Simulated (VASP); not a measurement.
# Sb (I4/mmm) in VASP: settings compared

One crystal, Sb, is run at these levels: PBEsol, PBE; tasks: single point.

Program: VASP 6.6.1. These are calculated values, not measurements. Logs are shortened: lines on timing, memory, paths and dates and some standing lists are left out, and cuts for length are marked.

## 1. Starting point

It takes space group I4/mmm (No. 139, tetragonal). The conventional cell has a = 3.153 Å, b = 3.153 Å, c = 5.424 Å, α = 90.00°, β = 90.00°, γ = 90.00°. Sb (site symmetry 4/mmm) has 12 Sb at 3.15 to 3.51 Å as nearest neighbours.

This isn't the form of Sb at room conditions, which is rhombohedral.

## 2. Single point, PBEsol (strained and moved within a subgroup)

File INCAR:

```
PREC = Accurate
ENCUT = 520
EDIFF = 1E-6
ISMEAR = 0
SIGMA = 0.1
LREAL = F
LASPH = T
NELM = 100
ALGO = Fast
ISIF = 2
LWAVE = F
LCHARG = T
GGA = PS
LELF = T
LVHAR = T
NBANDS = 8
```

File KPOINTS:

```
regular mesh
0
Gamma
  14 14 16
```

File POSCAR:

```
Sb
1.0
   -1.5789185896      1.5691968321      2.6566981981
    1.5368293051     -1.6132387123      2.6578333070
    1.6084944834      1.6428146061     -2.6823012106
Sb
1
Direct
    0.0000000000      0.0000000000      0.0000000000
```

Potentials or basis: VASP PAW PBE potentials, release 64 (Sb).

Launch:

```console
$ cat potpaw_PBE.64/Sb/POTCAR > POTCAR
$ mpirun -np 1 vasp_std > vasp.out
```

OUTCAR:

```text
PREC = Accurate
   ENCUT = 520
   EDIFF = 1E-6
   ISMEAR = 0
   LREAL = F
   LASPH = T
   NELM = 100
   ISIF = 2
   GGA = PS

 ion  position               nearest neighbor table
   1  0.000  0.000  0.000-

  LATTYP: Found a triclinic cell.
 ALAT       =     4.4537380060
 B/A-ratio  =     1.9182559135
 C/A-ratio  =     2.4153099052
 COS(alpha) =     0.0028683485
 COS(beta)  =     0.6080771166
 COS(gamma) =     0.7929060374

  Lattice vectors:

 A1 = (  -3.1157478947,   3.1824355444,  -0.0011351089)
 A2 = (  -1.5197668020,   7.9932197085,   2.6054921731)
 A3 = (  -9.3938820810,  -0.0446858012,  -5.2411277943)

Analysis of symmetry for initial positions (statically):
=====================================================================
 Subroutine PRICEL returns:
 Original cell was already a primitive cell.

 Routine SETGRP: Setting up the symmetry group for a
 triclinic supercell.

 Subroutine GETGRP returns: Found  2 space group operations
 (whereof  2 operations were pure point group operations)
 out of a pool of  2 trial point group operations.

The static configuration has the point symmetry S_2 .

Analysis of symmetry for dynamics (positions and initial velocities):
=====================================================================
 Subroutine PRICEL returns:
 Original cell was already a primitive cell.

 Routine SETGRP: Setting up the symmetry group for a
 triclinic supercell.

 Subroutine GETGRP returns: Found  2 space group operations
 (whereof  2 operations were pure point group operations)
 out of a pool of  2 trial point group operations.

The dynamic configuration has the point symmetry S_2 .

 Subroutine INISYM returns: Found  2 space group operations
 (whereof  2 operations are pure point group operations),
 and found     1 'primitive' translations

----------------------------------------------------------------------------------------

                                     Primitive cell

  volume of cell :      26.8401

  direct lattice vectors                    reciprocal lattice vectors
    -1.578918590  1.569196832  2.656698198    -0.001458085  0.312865249  0.190744528
     1.536829305 -1.613238712  2.657833307     0.319428993 -0.001421347  0.190681331
     1.608494483  1.642814606 -2.682301211     0.315071000  0.308470517  0.005051571

  length of vectors
     3.466036342  3.468207223  3.532822401     0.366429072  0.372016494  0.440964072

  position of ions in fractional coordinates (direct lattice)
     0.000000000  0.000000000  0.000000000

  ion indices of the primitive-cell ions
   primitive index   ion index
                 1           1

----------------------------------------------------------------------------------------

 KPOINTS: regular mesh

Automatic generation of k-mesh.
 Grid dimensions read from file:
 generate k-points for:   14   14   16

 Generating k-lattice:

  Cartesian coordinates                     Fractional coordinates (reciprocal lattice)
    -0.000104149  0.022347518  0.013624609     0.071428571 -0.000000000  0.000000000
     0.022816357 -0.000101525  0.013620095     0.000000000  0.071428571  0.000000000
     0.019691937  0.019279407  0.000315723     0.000000000  0.000000000  0.062500000

  Length of vectors
     0.026173505  0.026572607  0.027560255

  Shift w.r.t. Gamma in fractional coordinates (k-lattice)
     0.000000000  0.000000000  0.000000000

 Subroutine IBZKPT returns following result:
 ===========================================

 Found   1572 irreducible k-points:

 Following reciprocal coordinates:
            Coordinates               Weight
  0.000000  0.000000  0.000000      1.000000
  0.071429 -0.000000  0.000000      2.000000
  0.142857 -0.000000 -0.000000      2.000000
  0.214286 -0.000000 -0.000000      2.000000
  0.285714 -0.000000  0.000000      2.000000
  0.357143 -0.000000  0.000000      2.000000
[... 16 lines left out ...]
  0.000000  0.142857  0.000000      2.000000
  0.071429  0.142857  0.000000      2.000000
 [... further k-points ...]
   k-points           NKPTS =   1572   k-points in BZ     NKDIM =   1572   number of bands    NBANDS=      8
   number of dos      NEDOS =    301   number of ions     NIONS =      1
   total plane-waves  NPLWV =  21952
   dimension x,y,z NGX =    28 NGY =   28 NGZ =   28
   dimension x,y,z NGXF=    56 NGYF=   56 NGZF=   56
   ions per type =               1
   NGX,Y,Z   is equivalent  to a cutoff of  13.43, 13.42, 13.18 a.u.
   NGXF,Y,Z  is equivalent  to a cutoff of  26.86, 26.84, 26.35 a.u.
 SYSTEM =  unknown system
   PREC   = accura    normal or accurate (medium, high low for compatibility)
   ISTART =      0    job   : 0-new  1-cont  2-samecut
   ICHARG =      2    charge: 1-file 2-atom 10-const
   ISPIN  =      1    spin polarized calculation?
   LNONCOLLINEAR =      F non collinear calculations
   LSORBIT =      F    spin-orbit coupling
   LASPH  =      T    aspherical Exc in radial PAW
   ENCUT  =  520.0 eV  38.22 Ry    6.18 a.u.   6.44  6.45  6.57*2*pi/ulx,y,z
   NELM   =    100;   NELMIN=  2; NELMDL= -5     # of ELM steps
   EDIFF  = 0.1E-05   stopping-criterion for ELM
   LREAL  =      F    real-space projection
   EDIFFG = 0.1E-04   stopping-criterion for IOM
   NSW    =      0    number of steps for IOM
   IBRION =     -1    ionic relax: 0-MD 1-quasi-New 2-CG
   NFREE  =      0    steps in history (QN), initial steepest desc. (CG)
   ISIF   =      2    stress and relaxation
   ISYM   =      2    0-nonsym 1-usesym 2-fastsym
   POTIM  = 0.5000    time-step for ionic-motion
   TEBEG  =    0.0;   TEEND  =   0.0 temperature during run
   PSTRESS=    0.0 pullay stress
   NELECT =       5.0000    total number of electrons
   NUPDOWN=      -1.0000    fix difference up-down
   EMIN   =  10.00;   EMAX   =-10.00  energy-range for DOS
   EFERMI =   0.00;   METHOD = LEGACY
   ISMEAR =     0;   SIGMA  =   0.10  broadening in eV -4-tet -1-fermi 0-gaus
   EFERMI_NEDOS =   21; number of points for ismear=-14 and -15
   IALGO  =     68    algorithm
   IMIX   =      4    mixing-type and parameters
     AMIX     =   0.40;   BMIX     =  1.00
     AMIX_MAG =   1.60;   BMIX_MAG =  1.00
  volume/ion in A,a.u.               =      26.84       181.13
  Fermi-wavevector in a.u.,A,eV,Ry     =   0.934982  1.766860 11.894093  0.874191
  Thomas-Fermi vector in A             =   2.061843
   LORBIT       =      0    0 simple, 1 ext, 2 COOP (PROOUT), +10 PAW based schemes
   GGA     = PS    functional components
   LHFCALC =     F    Hartree Fock is set to
   AEXX    =    0.0000 exact exchange contribution
   IVDW    =     0    specifies the selected vdW correction
   LEPSILON=     F    determine dielectric tensor
   LRPA    =     F    only Hartree local field effects (RPA)
 non-spin polarized calculation
 RMM-DIIS sequential band-by-band and
 Gauss-broadening in eV      SIGMA  =   0.10
  energy-cutoff  :      520.00
  volume of cell :       26.84
 maximum number of plane-waves:       743
 NGX is ok and might be reduce to    28
   NGX = 13   NGY = 13   NGZ = 13

 number of electron       5.0000000 magnetization

 Free energy of the ion-electron system (eV)
  ---------------------------------------------------
  ext. energy  EPLUGINS =         0.00000000
  ---------------------------------------------------
  free energy    TOTEN  =        -4.30710349 eV

  energy without entropy =       -4.30314424  energy(sigma->0) =       -4.30512387

 E-fermi :   8.4074     XC(G=0): -10.3395

 val. band max:        8.4065396377   @ k =  -0.3571  -0.3571   0.0625
 cond. band min:       8.4113062708   @ k =   0.4286  -0.2143   0.3750
 fundamental gap:      0.0047666331
 Fermi energy:         8.4074202761

 k-point     1 :       0.0000    0.0000    0.0000
  band No.  band energies     occupation
      1      -4.5632      2.00000
      2      13.2707      0.00000
      3      13.6064      0.00000
      4      14.1272      0.00000
      5      17.8241      0.00000
      6      18.8089      0.00000
      7      19.0008      0.00000
      8      19.2978      0.00000

 k-point     2 :       0.0714   -0.0000    0.0000
  band No.  band energies     occupation
      1      -4.4610      2.00000
      2      12.6843      0.00000
      3      13.0352      0.00000
      4      14.0700      0.00000
      5      17.6829      0.00000
      6      18.1251      0.00000
      7      19.3167      0.00000
      8      19.4888      0.00000

 k-point     3 :       0.1429   -0.0000   -0.0000
  band No.  band energies     occupation
      1      -4.1557      2.00000
      2      10.7767      0.00000
      3      12.4478      0.00000
      4      13.9506      0.00000
      5      16.7652      0.00000
      6      18.1418      0.00000
      7      19.6819      0.00000
      8      20.0060      0.00000

 k-point     4 :       0.2143   -0.0000   -0.0000
  band No.  band energies     occupation
      1      -3.6518      2.00000
      2       8.6611      0.00033
      3      11.7756      0.00000
      4      13.8207      0.00000
      5      16.0046      0.00000
      6      17.9354      0.00000
      7      20.4664      0.00000
      8      20.8187      0.00000

 k-point     5 :       0.2857   -0.0000    0.0000
  band No.  band energies     occupation
      1      -2.9610      2.00000
      2       6.6159      2.00000
      3      11.1645      0.00000
      4      13.7194      0.00000
      5      15.4074      0.00000
      6      17.8535      0.00000
      7      20.2055      0.00000
      8      21.0605      0.00000

 k-point     6 :       0.3571   -0.0000    0.0000
  band No.  band energies     occupation
      1      -2.1175      2.00000
      2       4.7680      2.00000
      3      10.6902      0.00000
      4      13.6604      0.00000
      5      14.9797      0.00000
      6      17.9296      0.00000
      7      19.5798      0.00000
      8      20.2501      0.00000

 k-point     7 :       0.4286   -0.0000   -0.0000
  band No.  band energies     occupation
      1      -1.2382      2.00000
      2       3.2743      2.00000
      3      10.3926      0.00000
      4      13.6363      0.00000
      5      14.7231      0.00000
      6      18.1414      0.00000
      7      19.1071      0.00000
      8      19.5868      0.00000
[... 133 lines left out ...]
 k-point    20 :      -0.2143    0.0714    0.0000
  band No.  band energies     occupation
      1      -3.7049      2.00000
      2       9.2610      0.00000
      3      11.5706      0.00000
      4      13.2966      0.00000
      5      16.4209      0.00000
      6      18.4948      0.00000
      7      20.0184      0.00000
      8      20.3318      0.00000

 k-point    21 :      -0.1429    0.0714    0.0000
  band No.  band energies     occupation
      1      -4.1568      2.00000
      2      11.2975      0.00000
      3      12.2576      0.00000
      4      13.4216      0.00000
      5      16.8262      0.00000
      6      18.5550      0.00000
      7      19.6165      0.00000
      8      20.3449      0.00000

 k-point    22 :      -0.0714    0.0714   -0.0000
  band No.  band energies     occupation
      1      -4.4087      2.00000
      2      12.7658      0.00000
      3      13.0508      0.00000
      4      13.3969      0.00000
      5      17.3587      0.00000
      6      18.6711      0.00000
      7      18.9298      0.00000
      8      19.8168      0.00000

 k-point    23 :       0.0000    0.1429    0.0000
  band No.  band energies     occupation
      1      -4.1392      2.00000
      2      11.1509      0.00000
      3      12.5625      0.00000
      4      13.4392      0.00000
      5      16.8386      0.00000
      6      17.9603      0.00000
      7      19.4157      0.00000
      8      19.6817      0.00000

 k-point    24 :       0.0714    0.1429    0.0000
  band No.  band energies     occupation
      1      -3.9307      2.00000
      2      10.5830      0.00000
      3      11.9146      0.00000
      4      12.9047      0.00000
      5      17.0145      0.00000
      6      17.5917      0.00000
      7      18.7871      0.00000
      8      20.5644      0.00000

 [... further k-points ...]

------------------------ aborting loop because EDIFF is reached ----------------------------------------

  FORCE on cell =-STRESS in cart. coord.  units (eV):
  Direction    XX          YY          ZZ          XY          YZ          ZX
  --------------------------------------------------------------------------------------
  -------------------------------------------------------------------------------------
  Total       -0.0419691     -0.3194434     -0.2020499      0.0285544     -0.0418231     -0.0338984
  in kB       -2.5052742    -19.0686369    -12.0610290      1.7045083     -2.4965578     -2.0235063
  external PRESSURE =     -11.2116467 kB  Pullay stress =       0.0000000 kB

 VOLUME and BASIS-vectors are now :
 -----------------------------------------------------------------------------
  energy-cutoff  :      520.00
  volume of cell :       26.84
      direct lattice vectors                 reciprocal lattice vectors
    -1.578918590  1.569196832  2.656698198    -0.001458085  0.312865249  0.190744528
     1.536829305 -1.613238712  2.657833307     0.319428993 -0.001421347  0.190681331
     1.608494483  1.642814606 -2.682301211     0.315071000  0.308470517  0.005051571

 POSITION                                       TOTAL-FORCE (eV/Angst)
 -----------------------------------------------------------------------------------
      0.00000      0.00000      0.00000         0.000000     -0.000000      0.000000
 -----------------------------------------------------------------------------------
    total drift:                                0.000000     -0.000000     -0.000000

  FREE ENERGIE OF THE ION-ELECTRON SYSTEM (eV)
  ---------------------------------------------------
  free  energy   TOTEN  =        -4.3071034864 eV

  energy  without entropy=       -4.3031442438  energy(sigma->0) =       -4.30512387
```

Wall time 2.7 min (1 thread of AMD EPYC 9R45 (Zen 5), shared host); peak memory 0.42 GiB.

What came out:

* Free energy: -4.3071 eV
* Pressure: -1.1 GPa
* Band gap on the k mesh: none (metal or under the smearing width)

Levels at points of the mesh, in eV from the Fermi level:
```tsv
k point	band 1	band 2	band 3	band 4	band 5	band 6	band 7
(0.00, 0.00, 0.00)	-12.97	4.86	5.20	5.72	9.42	10.40	10.59
(0.50, 0.00, 0.00)	-9.17	-5.81	1.88	5.22	6.23	9.92	10.47
(0.00, 0.50, 0.00)	-8.93	-5.79	1.91	4.85	6.33	9.60	10.14
(0.50, 0.50, 0.00)	-6.67	-4.39	-0.96	0.44	3.39	4.32	16.29
(0.00, 0.00, 0.50)	-6.87	-4.58	-0.72	0.70	3.65	4.48	15.93
(0.50, 0.00, 0.50)	-9.10	-5.84	2.26	5.04	6.70	9.94	10.18
(0.00, 0.50, 0.50)	-9.35	-5.86	2.24	5.42	6.60	10.23	10.50
(0.50, 0.50, 0.50)	-9.02	-5.61	1.59	2.17	5.51	6.04	18.13
```

Caveat: the PAW data sets were made with another functional, which shifts forces and pressure a little.

[end of part 1 of 2]
